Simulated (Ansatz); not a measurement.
# C: moving C off its site

C, P6_3/mmc, a = 2.512 Å, c = 4.180 Å. Ansatz: PBE, PAW, 420 eV, Γ-centred 12×12×6 mesh on 4 atoms, Gaussian smearing 0.05 eV; no spin polarisation.

```xyz
4
Lattice="2.5116 0.0000 0.0000 -1.2558 2.1751 0.0000 0.0000 0.0000 4.1804" Properties=species:S:1:pos:R:3 pbc="T T T"
C     0.0000    1.4501    0.2622
C     1.2558    0.7250    2.3524
C     0.0000    1.4501    1.8279
C     1.2558    0.7250    3.9181
```

Atom 1 (C) moves by x along the unit vector (-0.500, -0.866, 0.000), with its periodic images; all else is held. y is the free energy of the cell over the start, F the force along the path summed over the moved atoms. Symmetry makes y even in x.

```
  x (Å) y (meV) F (eV/Å)
-0.1000    184.4      3.68
-0.0500     46.2      1.85
 0.0000      0.0      0.00
 0.0125      2.9     -0.46
 0.0250        ?         ?
 0.0375     26.0     -1.38
 0.0625     72.1     -2.31
 0.0750    103.8     -2.77
 0.0875    141.2     -3.22
```

Question: Fit y = c2 x² + c4 x⁴ to the energies of the other rows, give the force constant, and predict energy and force of the missing row.

Answer: Least squares on the rows shown. y = 18475 x² − 3719.3 x⁴. The force constant is 2 c2 = 37.0 eV/Å² (for all images moving together, not for a lone atom). The force −dy/dx at the missing row is -0.92 eV/Å (computed -0.92). At x = 0.0250 the fit asked for gives 11.5 meV. The run gave 11.5 meV, the same to the digits shown.

The cell is lonsdaleite, the hexagonal polytype of diamond, and the steep, almost purely parabolic well reflects its rigid sp3 network. The displacement lies in the basal plane, perpendicular to a mirror plane through the atom. It therefore stretches one inclined C–C bond while compressing its mirror partner, and shears the remaining inclined bond and the axial one. Strong σ bonds resist the change in length, and directional hybridisation resists the change in angle.

The cubic anharmonicity of the stretched and compressed bonds cancels by symmetry, which leaves only a weak quartic correction. Its negative sign means slight softening, probably from the changing bond geometry, but the coefficient is fixed mainly by the outermost points and is much less certain than the curvature. An in-plane move along the projection of an inclined bond would lack this cancellation and could show a cubic term.

The force constant of 37.0 eV/Å² describes one sublattice moving against three fixed ones. It is thus a diagonal element of the zone-centre force-constant matrix, and doesn't by itself give a phonon frequency.
